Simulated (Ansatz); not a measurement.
ZrS2, DFT, PBEsol, all-electron PAW with datasets made for the crystal, scalar-relativistic (Ansatz 0.2.0), run on 1 thread of Arm Neoverse V1 on a shared host.

The cell is COD entry 5910006, as deposited and not checked against the literature; nothing was relaxed. The listed cell was then made from it by scaling, straining or moving an atom.

Command: `ansatz run input.yaml --threads 1 --pin off --max-ram 4096MiB --backend cpu --events-out ev --progress --plain --runs-dir out`

```yaml
crystal:
  lattice:
    - [3.6299990406, 0.0, 0.0]
    - [-1.8149995203, 3.1436713848, 0.0]
    - [0.0, 0.0, 5.967]
  atoms:
    - { symbol: Zr, position: [0.0, 0.0, 0.0] }
    - { symbol: S, position: [0.3333333333, 0.6666666667, 0.2492] }
    - { symbol: S, position: [0.6666666667, 0.3333333333, 0.7508] }
kpoints:
  mp_grid: { grid: [8, 8, 4] }
scf:
  occupations: { method: fermi_dirac, width: 0.02 }
hamiltonian:
  xc: pbesol
  pseudopotentials: { kind: all_electron, datasets: crystal }
output:
  forces: true
  stress: true
  eigenvalues: true
  efg: { contact_densities: true }
```

Task: How large is the problem that the program sets up?

Result: 35 irreducible k-points, 573 plane waves at Γ, 16 bands.

Task: About how long does it take, and how much memory does it use?

Result: 7.8 s of wall time for 10 SCF iterations, with a peak of 0.45 GiB. Times on shared machines scatter by tens of per cent.

Task: And the same cell and mesh by PAW (frozen-core files), asked for forces, stress, eigenvalues, efg, on the same hardware?

Result: 4.1 s, peak memory 0.38 GiB.
